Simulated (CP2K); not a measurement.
NiO:

```
Ni O
1.0
     2.94991    0.00000    0.00000
     1.47496    2.55470    0.00000
     1.47496    0.85157    2.40859
Ni O
1 1
Direct
  0.00000 0.00000 0.00000
  0.50000 0.50000 0.50000
```

Base run:

| Quantity | Value |
| --- | --- |
| Program | CP2K 2026.2 |
| Functional | PBE |
| Potentials or basis | GTH_POTENTIALS Ni GTH-PBE-q18; POTENTIAL_UZH O GTH-PBE-q6; TZVP-MOLOPT-SR-GTH, TZVP-MOLOPT-PBE-GTH basis |
| Density cutoff | 8163 eV |
| k mesh | 11 × 11 × 11 |
| Occupations | fermi-dirac, width 0.05 eV |
| Spin | collinear spin, ferromagnetic start |
| Starting moments | [1.0, 0.0] μB |

Its results: band gap on the k mesh none (metal or under the smearing width); pressure 9.0 GPa; net moment 1.92 μB per cell; site moments Ni +1.62; O +0.30 μB.

The run is repeated on the same cell with these changes: functional from PBE to RPBE; ngrids from 5 to 4. What comes out?

Band gap on the k mesh none (metal or under the smearing width); pressure 15.1 GPa; net moment 1.96 μB per cell; site moments Ni +1.65; O +0.30 μB.

Caveats: the basis of atomic orbitals isn't converged, which shifts pressures, moduli and gaps; a cell with one magnetic atom can't hold antiferromagnetic order, which such compounds often take; semilocal functionals often make such compounds metallic where correlation or magnetic order opens a gap, which also shifts bond lengths; so large a pressure means that the cell lies far from this level's equilibrium, or that cutoff or potentials fall short (some runs); the potentials were made for another functional, which shifts forces and pressure (some runs).

Not every run made on this cell is shown here.
